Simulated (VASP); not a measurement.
Input of a VASP 6.6.1 run:

INCAR

```
  PREC = Accurate
  ENCUT = 520
  EDIFF = 1E-8
  ISMEAR = -1
  SIGMA = 0.05
  LREAL = F
  LASPH = T
  NELM = 80
  ALGO = Fast
  ISIF = 2
  LWAVE = F
  LCHARG = F
  GGA = PE
  LEFG = T
  NBANDS = 8
```

Contents of KPOINTS:

```
regular mesh
0
Gamma
  12 12 12
```

File POSCAR:

```
Sb
1.0
    0.0000000000      2.3427936025      2.3427936025
    2.3427936025      0.0000000000      2.3427936025
    2.3427936025      2.3427936025      0.0000000000
Sb
1
Direct
    0.0000000000      0.0000000000      0.0000000000
```

Potentials or basis: VASP PAW PBE potentials, release 64 (Sb).

Command:

```console
$ cat potpaw_PBE.64/Sb/POTCAR > POTCAR
$ mpirun -np 1 vasp_std > vasp.out
```

Question: What does it give for the band gap on the k mesh?

Answer: None (metal or under the smearing width).

Question: Estimate the pressure.

Answer: 4.5 GPa.

Electric field gradients, principal values (V/Å²):
```tsv
atom	Vxx	Vyy	Vzz
1 Sb	0.000	0.000	0.000
```

The run has no spin-orbit coupling, so splittings on Sb are missing.
